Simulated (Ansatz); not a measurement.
C: equation of state with PBEsol

**Measured values to compare with.**

“Equation of state of cubic boron nitride at high pressures and temperatures”, 2007, arxiv:cond-mat/0702656 quotes, for a bulk crystal of C: bulk modulus 442 ± 5 GPa.

The system is C.

```
C
1.0
     0.00000    1.78337    1.78337
     1.78337    0.00000    1.78337
     1.78337    1.78337    0.00000
C
2
Cartesian
  2.6751 2.6751 2.6751
  1.7834 1.7834 1.7834
```

This isn't the form of C at room conditions, which is graphite.

| Item | Value |
| --- | --- |
| Program | Ansatz 0.2.0 |
| Task | equation of state |
| Functional | PBEsol |
| Potentials or basis | PseudoDojo PBEsol stringent |
| Cutoff | 1116 eV |
| Density cutoff | 4463 eV |
| k mesh | 13 × 13 × 13 |
| Occupations | fermi-dirac, width 0.05 eV |
| Spin | no spin polarisation |

```
Equilibrium volume                      : 5.63 Å³/atom
Bulk modulus                            : 449 GPa
Pressure derivative of the bulk modulus : 3.7
```

Energy against volume, from the lowest point:
| volume (Å³/atom) | energy (meV/atom) |
| --- | --- |
| 5.332 | 24.26 |
| 5.445 | 8.91 |
| 5.558 | 1.04 |
| 5.672 | 0.00 |
| 5.785 | 5.16 |
| 5.899 | 15.97 |
| 6.012 | 31.92 |

All runs of the series together: 5.5 s on 2 threads of Intel(R) Xeon(R) CPU @ 2.60GHz (Ice Lake) (shared host).

A measured bulk modulus of C is 442 GPa (quoted in “Equation of state of cubic boron nitride at high pressures and temperatures”, 2007, arxiv:cond-mat/0702656); the calculated 449 GPa misses it by +1.6 %. 3 values of this kind are on record (442 to 444.8 GPa); this one was drawn at random among those near their median, those with a stated uncertainty first. The fit is for a static lattice scaled at fixed shape and fixed fractional positions. The cell as given is a measured one (5.67 Å³/atom); PBEsol puts the equilibrium volume -0.7 % from it, thermal expansion not counted.
